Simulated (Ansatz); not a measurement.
**How long does this Ansatz run take?**

```yaml
crystal:
  lattice:
    - [4.947, 0.0, 0.0]
    - [0.0, 5.951, 0.0]
    - [0.0, 0.0, 5.497]
  atoms:
    - { symbol: Pb, position: [0.0, 0.178, 0.25] }
    - { symbol: Pb, position: [0.5, 0.322, 0.75] }
    - { symbol: Pb, position: [0.0, 0.822, 0.75] }
    - { symbol: Pb, position: [0.5, 0.678, 0.25] }
    - { symbol: O, position: [0.276, 0.41, 0.425] }
    - { symbol: O, position: [0.224, 0.09, 0.925] }
    - { symbol: O, position: [0.776, 0.09, 0.575] }
    - { symbol: O, position: [0.724, 0.41, 0.075] }
    - { symbol: O, position: [0.724, 0.59, 0.575] }
    - { symbol: O, position: [0.776, 0.91, 0.075] }
    - { symbol: O, position: [0.224, 0.91, 0.425] }
    - { symbol: O, position: [0.276, 0.59, 0.925] }
kpoints:
  mp_grid: { grid: [7, 6, 6] }
scf:
  occupations: { method: fermi_dirac, width: 0.05 }
hamiltonian:
  xc: pbe
  pseudopotentials: { kind: paw, frozen_core: stored }
output:
  forces: true
  stress: true
  populations: true
  efg: { quadrupole_moments_barn: { O: -0.02558 } }
```

```sh
ansatz run input.yaml --threads 1 --pin off --max-ram 3072MiB --backend cpu --events-out ev --progress --plain --runs-dir out
```

It runs on 1 thread of Intel Xeon 6975P-C (Granite Rapids) (x86_64; 16 cores open to the job, memory cap 3.0 GiB, no GPU), a shared host with a load of 0.9 a core.

Problem. Estimate the wall time and the peak memory.

Solution. About 33 s of wall time (33 s of CPU time) and 0.72 GiB. The run holds 104 valence electrons in 64 bands, about 3173 plane waves a k-point and 64 irreducible k-points, and took 7 SCF iterations. Times on a shared host vary by tens of per cent.
